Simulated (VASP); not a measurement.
Input of a VASP 6.6.1 run:

POSCAR

```
Si3Ge
1.0
    1.9278885880      1.1130669952      6.2927762675
   -1.9278885880      1.1130669952      6.2927762675
    0.0000000000     -2.2261339905      6.2927762675
Si Ge
3 1
Direct
    1.0013340882      0.0013340882      0.0013340882
    0.4987072457      0.4987072457      0.4987072457
    0.3749746944      0.3749746944      0.3749746944
    0.8749839718      0.8749839718      0.8749839718
```

File INCAR.step1:

```
ALGO = Normal
EDIFF = 1E-4
ENCUT = 520
GGA = PE
ISMEAR = 0
LASPH = T
LCHARG = F
LREAL = F
LWAVE = T
NBANDS = 21
NELM = 100
PREC = Accurate
SIGMA = 0.01
```

INCAR.step2

```
ALGO = Normal
EDIFF = 1E-6
ENCUT = 520
ISIF = 2
ISMEAR = 0
ISTART = 1
LASPH = T
LCHARG = F
LMIXTAU = T
LREAL = F
LWAVE = F
METAGGA = R2SCAN
NBANDS = 21
NELM = 100
PREC = Accurate
SIGMA = 0.01
```

File KPOINTS:

```
k-points
0
Gamma
  8 8 8
```

Potentials or basis: VASP PAW PBE potentials, release 64 (Si, Ge_d).

Run with:

```sh
$ cat potpaw_PBE.64/Si/POTCAR potpaw_PBE.64/Ge_d/POTCAR > POTCAR
$ cp INCAR.step1 INCAR
$ mpirun -np 1 vasp_std > vasp.out
$ cp INCAR.step2 INCAR
$ mpirun -np 1 vasp_std > vasp.out
```

(1) What does it give for the band gap on the k mesh?

(2) What does it give for the pressure?

(3) What does it give for the largest force?

Results:

(1) 0.74 eV, indirect (least direct gap 1.54 eV).

(2) 2.0 GPa.

(3) 0.016 eV/Å.

Caveat: the PAW data sets were made with another functional, which shifts forces and pressure a little.
